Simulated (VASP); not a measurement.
Runs of VASP 6.6.1 on Ti. It takes space group Im-3m (No. 229, cubic). The conventional cell has a = 3.282 Å, b = 3.282 Å, c = 3.282 Å, α = 90.00°, β = 90.00°, γ = 90.00°. Ti (site symmetry m-3m) has 8 Ti at 2.84 Å as nearest neighbours. This isn't the form of Ti at room conditions, which is hcp.

```csv
task,cell,gap on the mesh (eV),pressure (GPa)
electric field gradients,as given,none,-2.6
single point,as given,none,-2.6
electric field gradients,"volume scaled by 0.95, PAW files",none,2.8
electric field gradients,"volume scaled by 1.05, crystal datasets",none,(a)
```

Alike in all rows: level PBE; potentials or basis VASP PAW PBE potentials, release 64 (Ti_sv); no spin polarisation; k mesh 14 × 14 × 14; cutoff (eV) 520; smearing fermi-dirac 0.05 eV.

Q: Fill in the values left out.

A: (a) -6.9.

A gap of «none» marks a metal or a gap under the smearing width.
